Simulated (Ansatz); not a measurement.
Runs of Ansatz 0.2.0 on PtSe2 (Sudovikovite). It takes space group P-3m1 (No. 164, trigonal). The conventional cell has a = 3.724 Å, b = 3.724 Å, c = 5.062 Å, α = 90.00°, β = 90.00°, γ = 120.00°. Pt (site symmetry -3m) has 6 Se at 2.49 Å as nearest neighbours. Se (site symmetry 3m) has 3 Pt at 2.49 Å as nearest neighbours. 

```tsv
task	level	U	cell	hubbard projectors	double counting	points for each segment of the path	gap on the mesh (eV)	pressure (GPa)	largest force (eV/Å)
relaxation of cell and atoms	PBEsol	-	relaxed	-	-	-	none	0.0	-
projected density of states	PBEsol+U	Pt d U = 6 eV	as given	ortho-atomic (the default)	fll (the default)	-	none	2.6	0.50
band structure	LDA	-	as given	-	-	14	none	(b)	0.20
projected density of states	PBEsol+U	Pt d U = 2 eV	as given	ortho-atomic (the default)	fll (the default)	-	none	2.2	(a)
projected density of states	PBEsol+U	Pt d U = 4 eV	as given	ortho-atomic (the default)	fll (the default)	-	none	(c)	0.45
```

Alike in all rows: potentials or basis Ansatz PAW; no spin polarisation; k mesh 8 × 8 × 5; cutoff (eV) 420; smearing fermi-dirac 0.05 eV.

**Question.** Fill in the values left out.

**Answer.** (a) 0.39; (b) -0.5; (c) 2.4.

Caveats: the PAW data sets come from PBE, with cores solved anew for the run's functional, which leaves a small shift of forces and pressure; U without spin polarisation on a metal has little footing (some runs); the plane-wave basis is chosen anew once the cell has moved, so the energies of steps on either side of that aren't comparable (some runs); spin-orbit coupling is left out, which moves the levels of the heavy elements (some runs).

A k mesh can miss the band edges, and the runs leave out spin-orbit coupling on Pt, Se.

A gap of «none» marks a metal or a gap under the smearing width.

Runs at the PBE level aren't shown here.
